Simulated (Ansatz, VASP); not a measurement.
MoS2 in VASP and in Ansatz

```
CELL_PARAMETERS angstrom
3.11677 0.00000 0.00000
-1.55838 2.69920 0.00000
0.00000 0.00000 30.04000
ATOMIC_POSITIONS crystal
S 0.66667 0.33333 0.23289
S 0.66667 0.33333 0.33702
Mo 0.33333 0.66667 0.28495
```

Alike in both runs: functional PBEsol; dispersion D3(BJ); k mesh 12 × 12 × 1; occupations gaussian, width 0.03 eV; no spin polarisation.

Ansatz relaxed the structure, and its values are those at the end. VASP's run is a single point on that final structure, the one shown.

```csv
,VASP,Ansatz
version,VASP 6.6.1,Ansatz 0.2.0
potentials or method,"VASP PAW PBE potentials, release 64 (S, Mo_sv)","scalar-relativistic, plane waves, PAW"
plane-wave cutoff (eV),520,420
valence electrons in the cell,26,26
```

```csv
,VASP,Ansatz,Ansatz less VASP
gap on the k mesh at the Fermi level (eV),1.90,1.90,-0.005
least direct gap on the mesh (eV),1.90,1.90,-0.005
```

With one functional, cell and mesh, what is left measures potentials, basis and numerics. Ansatz warned: «slab_cell_height_set».

 As with any semilocal functional, this PBEsol gap is likely too small.
